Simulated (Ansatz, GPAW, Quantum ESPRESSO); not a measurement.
# Simulated XPS, UPS and emission spectra of BAs, part 7 of 7

What would valence photoemission of BAs look like, and what sets its shape?

Ansatz 0.2.0, Quantum ESPRESSO 7.5 and GPAW 26.7.0; DFT, PBE, plane-wave PAW, default files, scalar-relativistic (the session's first sound run).

So far. Step 6 (The same cell in Quantum ESPRESSO): At this level the gap is 1.20 eV on the k-mesh of the self-consistent run, which can miss the band edges. Step 9 (Quantum ESPRESSO: bands): The path shows an indirect gap of 1.18 eV (valence top at Γ, conduction bottom between Γ and X). The least direct gap is 3.30 eV.

**10. The same cell in GPAW**

This step: DFT, PBE, PAW datasets of GPAW, plane waves, scalar-relativistic (GPAW 26.7.0).

GPAW, with its own PAW datasets and plane waves, is a further check on the main run's cell.

Contents of run.py:

```python
import json
import numpy as np
from ase import Atoms
from ase.parallel import paropen
from gpaw import GPAW, PW, FermiDirac, Mixer, MixerDif, setup_paths

atoms = Atoms(['As', 'B'],
              cell=[[0.0, 2.3885, 2.3885], [2.3885, 0.0, 2.3885], [2.3885, 2.3885, 0.0]],
              scaled_positions=[[0.75, 0.75, 0.75], [0.0, 0.0, 0.0]],
              pbc=(True, True, True))
params = dict(mode=PW(500),
              xc='PBE',
              kpts={'size': (14, 14, 14), 'gamma': True},
              occupations=FermiDirac(0.05),
              nbands=-8,
              maxiter=200,
              txt='gs.txt')
atoms.calc = calc = GPAW(**params)
atoms.get_potential_energy()
ef = calc.get_fermi_level()
nk, ns = len(calc.get_ibz_k_points()), calc.get_number_of_spins()
out = dict(free=atoms.get_potential_energy(force_consistent=True), ef=ef, nel=calc.get_number_of_electrons(), cell=atoms.cell[:], frac=atoms.get_scaled_positions(wrap=False),
           eig=[[calc.get_eigenvalues(k, s) for k in range(nk)] for s in range(ns)], forces=atoms.get_forces(apply_constraint=False))
dense = calc.fixed_density(kpts={'size': (20, 20, 20), 'gamma': True}, txt='dos.txt')
out['eig_dense'] = [[dense.get_eigenvalues(k, s) for k in range(len(dense.get_ibz_k_points()))] for s in range(ns)]
dos = dense.dos(shift_fermi_level=False)
e = ef + np.arange(-28, 12, 0.05)
out['e'], out['dos'] = e - ef, dos.raw_dos(e, width=0.1)
kpts = [[0.0, 0.0, 0.0], [-0.033333, -0.033333, 0.0], [-0.066667, -0.066667, 0.0], [-0.1, -0.1, 0.0], ..., [-0.5, -0.5, 0.0]]  # list cut here
bands = calc.fixed_density(kpts=kpts, symmetry='off', txt='bands.txt', convergence={'bands': -2})
out['band_e'] = [[bands.get_eigenvalues(k, s) for k in range(len(kpts))] for s in range(ns)]
with paropen('out.json', 'w') as f:
    json.dump(out, f, default=lambda a: a.tolist())
```

Launch:

```
$ OMP_NUM_THREADS=1 mpirun -n 4 gpaw python run.py > run.log
```

Numbers of over 12 decimals in the logs are rounded to 6 here.

Log:

```text
__  _  _
 | _ |_)|_||  |
 |__||  | ||/\| - 26.7.0

units:  Angstrom and eV
cores:  4
OpenMP: True

Versions:

Paths:

Git-hashes:

OMP_NUM_THREADS: 1

Environment variables:
  GPAW_CPUPY:          False
  GPAW_DEBUG:          False
  GPAW_MPI_BACKEND:    cgpaw
  GPAW_MPI_OPTIONS:    None
  GPAW_NO_C_EXTENSION: False
  GPAW_NO_GPU_MPI:     False
  GPAW_TRACE:          False
  GPAW_USE_GPUS:       False

Input parameters:
  mode=PW(ecut=500.0),
  kpts=MonkhorstPack(size=(14, 14, 14), gamma=True),
  maxiter=200,
  nbands=-8,
  occupations=Occupations(name='fermi-dirac', width=0.05, fixmagmom=False),
  xc=XC(name='PBE')

Diagonalizing LCAO Hamiltonian
Converting LCAO to pw mode

                   As

       B

Atoms  # Å, Bohr magnetons
|   | symbol |        x |        y |        z |    initial magnetic moments |
|---|--------|----------|----------|----------|-----------------------------|
| 0 |     As | 3.582750 | 3.582750 | 3.582750 | ( 0.0000,  0.0000,  0.0000) |
| 1 |      B | 0.000000 | 0.000000 | 0.000000 | ( 0.0000,  0.0000,  0.0000) |

Unit cell  # Å
| periodic |        x |        y |        z |  lengths |    angles |
|----------|----------|----------|----------|----------|-----------|
|      yes | 0.000000 | 2.388500 | 2.388500 | 3.377849 | 60.000000 |
|      yes | 2.388500 | 0.000000 | 2.388500 | 3.377849 | 60.000000 |
|      yes | 2.388500 | 2.388500 | 0.000000 | 3.377849 | 60.000000 |

Number of symmetries: 24
Symmetry operations  # r_c * U_cc + t_c -> r_c
|    | kind |            matrix            |
|----|------|------------------------------|
|  0 |  E   |  1, 0, 0,  0, 1, 0,  0, 0, 1 |
|  1 |  σ   |  1, 0, 0,  0, 0, 1,  0, 1, 0 |
|  2 |  σ   |  1, 0,-1,  0, 1,-1,  0, 0,-1 |
|  3 |  C3  |  1, 0,-1,  0, 0,-1,  0, 1,-1 |
|  4 |  C3  |  1,-1, 0,  0,-1, 1,  0,-1, 0 |
|  5 |  σ   |  1,-1, 0,  0,-1, 0,  0,-1, 1 |
|  6 |  σ   |  0, 1, 0,  1, 0, 0,  0, 0, 1 |
|  7 |  C3  |  0, 1, 0,  0, 0, 1,  1, 0, 0 |
|  8 |  C2  |  0, 1,-1,  1, 0,-1,  0, 0,-1 |
|  9 |  S4  |  0, 1,-1,  0, 0,-1,  1, 0,-1 |
| 10 |  C3  |  0, 0, 1,  1, 0, 0,  0, 1, 0 |
| 11 |  σ   |  0, 0, 1,  0, 1, 0,  1, 0, 0 |
| 12 |  S4  |  0, 0,-1,  1, 0,-1,  0, 1,-1 |
| 13 |  C3  |  0, 0,-1,  0, 1,-1,  1, 0,-1 |
| 14 |  S4  |  0,-1, 1,  1,-1, 0,  0,-1, 0 |
| 15 |  C2  |  0,-1, 1,  0,-1, 0,  1,-1, 0 |
| 16 |  C3  |  0,-1, 0,  1,-1, 0,  0,-1, 1 |
| 17 |  S4  |  0,-1, 0,  0,-1, 1,  1,-1, 0 |
| 18 |  S4  | -1, 1, 0, -1, 0, 1, -1, 0, 0 |
| 19 |  C3  | -1, 1, 0, -1, 0, 0, -1, 0, 1 |
| 20 |  C3  | -1, 0, 1, -1, 1, 0, -1, 0, 0 |
| 21 |  S4  | -1, 0, 1, -1, 0, 0, -1, 1, 0 |
| 22 |  σ   | -1, 0, 0, -1, 1, 0, -1, 0, 1 |
| 23 |  C2  | -1, 0, 0, -1, 0, 1, -1, 1, 0 |

BZ-sampling:
  Number of BZ points: 2744
  Number of IBZ points: 104

  Monkhorst-Pack size: [14, 14, 14]
  Monkhorst-Pack shift: [0.035714, 0.035714, 0.035714]

K-points  # in reciprocal-cell coordinates
|     |                                coordinates |     weight |
|-----|--------------------------------------------|------------|
|   0 | (  0.00000000,   0.00000000,   0.00000000) | 0.00036443 |
|   1 | (  0.07142857,   0.07142857,   0.00000000) | 0.00218659 |
|   2 | (  0.07142857,   0.07142857,   0.07142857) | 0.00291545 |
|   3 | (  0.14285714,   0.07142857,   0.07142857) | 0.00437318 |
|   4 | (  0.14285714,   0.14285714,   0.00000000) | 0.00218659 |
|   5 | (  0.14285714,   0.14285714,   0.07142857) | 0.00874636 |
|   6 | (  0.14285714,   0.14285714,   0.14285714) | 0.00291545 |
|   7 | (  0.21428571,   0.14285714,   0.07142857) | 0.00874636 |
|   8 | (  0.21428571,   0.14285714,   0.14285714) | 0.00874636 |
|   9 | (  0.21428571,   0.21428571,   0.00000000) | 0.00218659 |
| ... |                                            |            |
| 103 | (  0.50000000,   0.50000000,   0.50000000) | 0.00145773 |

Plane wave coefficients: 701
Cutoff: 500.0 eV

Spin-components: 1 (collinear spins)
Bands:           12
Projectors:      10
Spin-degeneracy: 2
Datatype:        complex128

  Storage: CPU
  Wave functions: 13_997_568 bytes (3_499_392 per core)
  Projectors: 24_495_744 bytes (6_123_936 per core)

Parallelization:
  kpt:    4
  domain: 1
  band:   1

Density:
  Valence electrons: 8.0
  Components: 1
  Grid points: [18 18 18]
  Charge: 0.0  # |e|

Potential:
  Grid points: [18 18 18]

species:
  As:
    name:    Arsenic
    Z:       33.0
    valence: 5
    core:    28
    charge:  0.0  # [|e|]
    file:    As.PBE.gz
    compensation charges:
      type: gauss
      rc: 0.33  # [Å]
      lmax: 2
    cutoffs:
      filter: 1.87  # [Å]
      core: 2.96  # [Å]
    projectors
    | kind |    occ | energy [eV] | rcut [Å] |
    |------|--------|-------------|----------|
    |   4s |  2.000 |     -14.487 |    1.058 |
    |   4p |  3.000 |      -5.196 |    1.058 |
    |    s |        |      12.725 |    1.058 |
    |    p |        |      22.016 |    1.058 |
    |    d |        |       0.000 |    1.058 |

    Using partial waves for As as LCAO basis

  B:
    name:    Boron
    Z:       5.0
    valence: 3
    core:    2
    charge:  0.0  # [|e|]
    file:    B.PBE.gz
    compensation charges:
      type: gauss
      rc: 0.20  # [Å]
      lmax: 2
    cutoffs:
      filter: 1.14  # [Å]
      core: 1.38  # [Å]
    projectors
    | kind |    occ | energy [eV] | rcut [Å] |
    |------|--------|-------------|----------|
    |   2s |  2.000 |      -9.443 |    0.635 |
    |   2p |  1.000 |      -3.606 |    0.635 |
    |    s |        |      17.768 |    0.635 |
    |    p |        |      23.605 |    0.635 |
    |    d |        |       0.000 |    0.635 |

    Using partial waves for B as LCAO basis

Reference energy: -62172.463167  # eV

eigensolver:
  PPCG
  Converge bands: occupied
  niter=2

density mixing:
  MSR1-Mixer
  Pratt-step length: 0.05
  Maximum mixing coefficient: 0.75
  Old densities: 10
  SVD Regularization: 0.005
  Good broyden scale: 1.0
  Trust region scale: 1.0
  Backstep threshold: 4.0
  History deletion threshold: 6.0
  Fourier metric: weight=20.0, sigma=0.015

occupation numbers:
  Fermi-Dirac:
    width: 0.0500  # eV

poisson solver:
  ecut: 4000.0  # eV

xc functional:
  name: PBE with 2 nearest neighbor stencil

Initialization done in: 1.841 s

convergence criteria:
- Maximum [total energy] change in last 3 cyles: 0.0005 eV / valence electron
- Maximum integral of absolute [dens]ity change: 0.0001 electrons / valence electron
- Maximum integral of absolute [eigenst]ate change: 4e-08 eV^2 / valence electron
maximum number of iterations: 200

SCF iterations
|iter     |     time |      energy | eigst |  dens |
|---------|----------|-------------|-------|-------|
|iter:   1|       0s |  -11.968915 | -0.28 |       |
|iter:   2|       1s |  -11.851784 | -2.37 | -0.72 |
|iter:   3|       1s |  -11.396795 | -1.85 | -0.76 |
|iter:   4|       1s |  -11.394197 | -3.23 | -1.44 |
|iter:   5|       2s |  -11.394617c| -4.13 | -1.89 |
|iter:   6|       2s |  -11.394646c| -5.91 | -2.66 |
|iter:   7|       3s |  -11.394646c| -7.61c| -3.62 |
|iter:   8|       3s |  -11.394646c| -8.43c| -4.14c|

Converged in 8 steps
SCF loop duration: 3.486 s (0.436 s/step)
Energy contributions relative to reference atoms: (reference = -62172.463167)

Energy contributions:
  Kinetic:          20.268697
  Coulomb:         -17.923851
  Zero:             -0.011120
  External:          0.000000
  Xc:              -13.728373
  Entropy:          -0.000000
  Spinorbit:         0.000000
  ----------------------------
  Free energy:     -11.394646
  Extrapolated:    -11.394646

dipole moment: (-3.209302, -3.209302, -3.209302)  # |e|*Ang

Fermi level: 8.556
Eigenvalues  # (at kpt = [0.000, 0.000, 0.000])
| band index |      eig [eV] | occ [0-2] |
|------------|---------------|-----------|
|          0 |        -7.415 |     2.000 |
|          1 |         7.976 |     2.000 |
|          2 |         7.976 |     2.000 |
|          3 |         7.976 |     2.000 |
|          4 |        11.269 |     0.000 |
|          5 |        11.269 |     0.000 |
|          6 |        11.269 |     0.000 |
|          7 |        12.706 |     0.000 |
|          8 |        17.625 |     0.000 |
|          9 |        21.060 |     0.000 |
|         10 |        21.060 |     0.000 |
|         11 |        22.478 |     0.000 |

Gap: 1.205 eV
Transition (v -> c):
  (s=0, k=0, n=3, [0.00, 0.00, 0.00]) -> (s=0, k=65, n=4, [0.43, 0.43, 0.00])
Direct/indirect transitions are different
Direct gap: 3.293 eV
Transition at: (s=0, k=0, n=3, [0.00, 0.00, 0.00])

Forces  # eV/Ang
|        x |        y |        z |
|----------|----------|----------|
| -0.00000 | -0.00000 | -0.00000 |  # As   0
|  0.00000 | -0.00000 | -0.00000 |  # B    1

Force computation time: 0.026  # s

timing:  # [seconds]
  Total:  14.855  # ━━━━━━━━━━━━━━━━━━━━━━━━━━━━━━━━━━━━━━━━━━━━━━━━━━━━━━━━━
  Init:    1.328  # ━━━━━
  SCF:     3.486  # ━━━━━━━━━━━━━╸
  Forces:  0.026  #

Max RSS: 213.379  # MiB
```

Run time: 17 s. Hardware: 4 MPI ranks of Intel Xeon at 2.60GHz (Ice Lake), shared host; 66 s of CPU time.

Numbers from this step:

* free energy: -11.39 eV
* Fermi energy: 8.556 eV
* gap on the path: 1.184 eV
* least direct gap on the path: 3.293 eV
* gap from the DOS mesh: 1.184 eV

Electronic bands along the path, in eV, zero at the valence-band maximum; v1 is the highest filled band, c1 the lowest empty one:

```tsv
point	v4	v3	v2	v1	c1	c2	c3	c4
Γ	-15.39	0.00	0.00	0.00	3.29	3.29	3.29	4.73
0.47 of the way	-14.21	-3.73	-2.52	-2.52	1.77	4.84	7.07	7.07
X	-11.21	-8.52	-4.07	-4.07	1.44	1.45	11.41	11.41
0.53 of the way	-11.17	-8.40	-4.99	-3.90	1.62	2.97	10.66	10.78
U	-11.25	-8.14	-5.95	-3.48	2.05	5.57	9.26	9.80
jump to K	-11.25	-8.14	-5.95	-3.48	2.05	5.57	9.26	9.80
0.47 of the way	-13.71	-5.47	-4.07	-1.29	3.96	5.14	6.04	7.06
Γ	-15.39	0.00	0.00	0.00	3.29	3.29	3.29	4.73
0.47 of the way	-14.52	-4.55	-1.06	-1.06	3.14	4.60	4.60	7.73
L	-12.52	-8.78	-1.82	-1.82	2.71	4.80	4.80	8.94
0.53 of the way	-11.88	-8.23	-4.76	-3.22	4.05	4.87	7.66	9.10
W	-11.04	-8.06	-5.48	-5.20	5.28	5.98	6.82	7.07
0.47 of the way	-11.12	-8.30	-4.88	-4.75	3.07	3.20	9.53	9.83
X	-11.21	-8.52	-4.07	-4.07	1.44	1.45	11.41	11.41
```

The electronic bands as a text plot (rows in eV, shown from -8.0 to 4.7 only):

```
    4.5 |  +   +                 + +       ++      +++  +   +
    3.9 | +     +              +++++++   ++          +++    +
    3.4 |+       +      +    ++     ++++++++       ++        +
    2.9 | ++      +    +    +               +++++++          +
    2.3 |   ++            ++                                  +
    1.8 |     ++   ++ ++++                                     +
    1.3 |       +++++++                                         +
    0.8 |
    0.2 |                             **
   -0.3 |**                       ********
   -0.8 |  *                     *  **  * ***
   -1.4 |   *                  **  **    *   **
   -1.9 |    *                *                *****
   -2.4 |    **             **    **               ***
   -3.0 |      **          *     *        *         * *
   -3.5 |     *  **      **       *                    *
   -4.0 |          ******       **         *         *  *       *
   -4.6 |      *               *            *         *  *   ***
   -5.1 |       *      **     *                        *  ****
   -5.6 |                *  **  *                       ****
   -6.1 |        *        **   *             *
   -6.7 |         *           *               *
   -7.2 |                    *
   -7.7 |          *      ***                  *        *
         Γ           X  U|K            Γ         L        W     X
```

The DOS has structure finer than the step of the table below, so its rows give means over 1 eV, whole bins alone (the curve runs from -16.5 to 7.98 eV). Peaks (eV: height): -8.0: 1.72, -3.8: 1.35, -3.4: 1.30, 3.4: 1.69, 3.8: 1.36, 4.8: 1.72, 5.8: 1.31.

The DOS by E, zero at the valence-band maximum; means over each step:

```tsv
E (eV)	DOS (states/eV/cell)
-16	2.3e-4
-15	0.141
-14	0.319
-13	0.515
-12	0.725
-11	0.299
-10	0
-9	0.0597
-8	0.934
-7	0.412
-6	0.510
-5	0.803
-4	1.05
-3	1.04
-2	0.816
-1	0.319
0	0.0555
1	0.0390
2	0.412
3	1.06
4	0.938
5	1.34
6	1.05
7	1.05
```

**11. One cell, several programs**

Each program ran the same cell and functional with its own potentials and basis. Levels are from each run's zero of energy.

```tsv
quantity	Ansatz	QE	GPAW
gap on the path (eV)	1.18	1.18	1.18
```

**12. Results**

- least gap on the mesh and the path: 1.18 eV
- strongest listed peak within 13 eV of the zero, at 1486.7 eV: 8.0 eV binding, mostly As 4p
- strongest listed peak within 13 eV of the zero, at 21.2 eV: 3.9 eV binding, mostly B 2p
- PBE (3.5 s on 4 threads): gap 1.18 eV, highest Al Kα peak within 13 eV at 8.0 eV (As 4p)
- spin–orbit (16 s on 4 threads): gap 1.12 eV, highest Al Kα peak within 13 eV at 12.2 eV (As 4s)
- LDA (3.6 s on 4 threads): gap 1.13 eV, highest Al Kα peak within 13 eV at 12.1 eV (As 4s)
- volume × 0.92 (3.5 s on 4 threads): gap 1.10 eV, highest Al Kα peak within 13 eV at 8.4 eV (As 4p)
- qe: gap 1.18 eV, highest Al Kα peak within 13 eV at 12.0 eV (As 4s)

**Reading.** BAs is an insulator or semiconductor at the base level (gap 1.18 eV), and its valence spectrum changes with photon energy as the shells' cross sections do. At 21.2 eV the valence spectrum has its highest listed peaks within 10.8 eV at 3.9 eV (B 2p), 5.5 eV (mixed, As 4p leading) and 8.0 eV (As 4p). At 1486.7 eV the valence spectrum has its highest listed peaks within 13 eV at 3.9 eV (As 4p), 5.5 eV (As 4p), 8.0 eV (As 4p) and 12.3 eV (As 4s). The shell named is the one with most of the intensity, cross sections included, not always the one with most states there. In the main run, from 1486.7 eV towards hard X-rays the As 4s share grows by 27 points, as its cross section falls more slowly with photon energy than those of the shells it gains on. With spin-orbit coupling on, the gap on the path moves from 1.18 to 1.12 eV. With LDA, the gap on the path moves from 1.18 to 1.13 eV. With volume scaled by 0.92, the gap on the path moves from 1.18 to 1.10 eV. The plane-wave programs agree on the gap on the path to 0.01 eV. At 21.2 eV the area is led by As 4p (48 %), at 8047.8 eV by As 4s (67 %), since cross sections fall faster with photon energy for shells of higher angular momentum. Kohn–Sham levels aren't quasiparticle energies, so peak positions are approximate. Each run has its own recipe for the spectra (widths, photon energies, in some runs the light), so peak heights and places can differ between runs for that reason too. Semilocal Kohn–Sham gaps are too small as a rule.

Computed beside measured:

| quantity | measured | PBE | PBE spin-orbit | LDA | PBE ultrasoft GBRV, Quantum ESPRESSO | PBE, GPAW |
| --- | --- | --- | --- | --- | --- | --- |
| band gap (least gap) (eV) | 1.82 | 1.18 (-0.64 eV) | 1.12 (-0.70 eV) | 1.13 (-0.69 eV) | 1.18 (-0.64 eV) | 1.18 (-0.64 eV) |

Cost of the run behind each value, in core time: PBE 14 s, PBE spin-orbit 65 s, LDA 14 s, PBE ultrasoft GBRV, Quantum ESPRESSO 16 s, PBE, GPAW 67 s.

Measured values from arxiv:1911.11281 (2019).

How well it matches: The band gap is off by -0.64 eV at PBE: a clear miss. Local and semilocal functionals usually give gaps below the measured ones. An optical gap can lie under the band gap by the exciton's binding. Zero-point and thermal motion shift the measured gap. No cell relaxation is part of this session.

[Logs are printed without paths, hosts, clocks, repeated set-up lines and the standing remarks that a program may print on its own settings, such as how far it seeks lower states.]

[Hosts, paths, dates, database ids (printed as entryN), source tags and the programs' standing remarks are cut or masked in the printed files.]

[Maps of the electrostatic potential energy from Ansatz leave out the sawtooth potential of an applied field or a dipole correction, so their vacuum need not be flat; work functions include it.]

[Peak lists hold at most the 14 tallest peaks of each spectrum; further lines can be left out.]
